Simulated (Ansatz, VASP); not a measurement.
# NaH: VASP beside Ansatz

```xyz
2
Lattice="0.0000 2.4160 2.4160 2.4160 0.0000 2.4160 2.4160 2.4160 0.0000" Properties=species:S:1:pos:R:3 pbc="T T T"
Na    0.0000    0.0000    0.0000
H     2.4160    2.4160    2.4160
```

Alike in both runs: task relaxation of cell and atoms; functional PBE; k mesh 8 × 8 × 8; no spin polarisation.

|  | VASP | Ansatz |
| --- | --- | --- |
| version | VASP 6.6.1 | Ansatz 0.2.0 |
| potentials or method | VASP PAW PBE potentials, release 64 (Na_pv, H) | scalar-relativistic, plane waves, PAW |
| plane-wave cutoff (eV) | 600 | 420 |
| occupations | gaussian, width 0.01 eV | fixed |
| valence electrons in the cell | 8 | 10 |

```tsv
	VASP	Ansatz	Ansatz less VASP
gap on the k mesh at the Fermi level, each at its own relaxed structure (eV)	3.76	3.76	+0.001
relaxed volume (Å³/atom)	14.10	14.10	0.000
relaxed cell length with the largest relative difference (Å)	3.417	3.417	0.0000
```

The two sets of potentials don't hold the same shells in valence.

Caveats: the relaxation stopped at its first step, so nothing moved. A k mesh can miss the band edges.
